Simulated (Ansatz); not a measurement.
ZnTe: thickness series

The parent structure is ZnTe in the zinc blende structure (space group F-43m, No. 216; a = 6.179 Å). Axes: x, y, z lie along the cube axes.

Free-standing slabs (2 atom(s) a layer) normal to [110] with 15 Å of vacuum; in-plane cell held at bulk.

All numbers come from PBE (Ansatz, a quantum-chemistry and plane-wave program), scalar-relativistic without spin-orbit coupling.

Notes on the quantities. excess energy per area of both faces: slab less bulk energy over the cell's area: twice a surface energy.

| variant | band gap | excess energy per area of both faces | gap character |
|---|---|---|---|
| base | 1.08 eV | – | – |
| 1 layer | 1.44 eV | – | direct at U |
| 2 layers | 2.33 eV | 0.37 J/m² | indirect, Γ → Γ–Z (67 % along) |
| 3 layers | … | … | … |
| 4 layers | 1.75 eV | 0.47 J/m² | direct at Γ |
| 5 layers | 1.61 eV | 0.48 J/m² | direct at Γ |
| 6 layers | 1.54 eV | 0.48 J/m² | direct at Γ |
| 7 layers | 1.48 eV | 0.48 J/m² | direct at Γ |

Fill in the withheld entries from the trend.


- 3 layers, band gap: 1.70 eV
- 3 layers, excess energy per area of both faces: 0.52 J/m²
- 3 layers, gap character: indirect, Γ → X

The excess energy carries the mismatch between the slab's and the bulk's meshes. Spin-orbit coupling, missing from the scalar runs, can matter with Te. No phonon test of stability was made. Labels are those of the standard path for the cell's own space group.
